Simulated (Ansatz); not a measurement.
TiAl under changes of volume

One of the cells (16.065 Å³/atom); the others are scaled copies at fixed shape and fractional positions:

```
CELL_PARAMETERS angstrom
3.17906 0.00000 0.00000
0.00000 3.17906 0.00000
0.00000 0.00000 3.17906
ATOMIC_POSITIONS crystal
Ti 0.00000 0.00000 0.00000
Al 0.50000 0.50000 0.50000
```

The cell comes from a database or a generator and needn't be the stable form of this composition.

| Quantity | Value |
| --- | --- |
| Program | Ansatz 0.2.0 |
| Functional | PBE |
| Potentials or basis | Ansatz PAW |
| Cutoff | 420 eV (not typed: the program's choice for these potentials) |
| k mesh | 8 × 8 × 8 |
| Occupations | fermi-dirac, width 0.05 eV |
| Spin | no spin polarisation |

```csv
volume (Å³/atom),energy over the lowest point (meV/atom),pressure (GPa)
15.101,?,?
15.422,13.03,6.0
15.743,3.97,3.3
16.065,0.00,0.9
16.386,0.65,-1.3
16.707,5.47,-3.3
17.028,14.07,-5.1
```

Q: What does the run at 15.101 Å³/atom give?

A: Energy over the lowest point 27.71 meV/atom; pressure 8.9 GPa.

Worked out: A Birch-Murnaghan fit of order 3 (a polynomial in V^(-2/3)) to the other rows has its minimum at 16.18 Å³/atom with B0 = V·E''(V) = 112 GPa and B' = 4.0. It gives 27.71 meV/atom at 15.101 Å³/atom, against the run's 27.71, and -dE/dV = 8.8 GPa, against 8.9.

Energies are extrapolated to zero smearing.
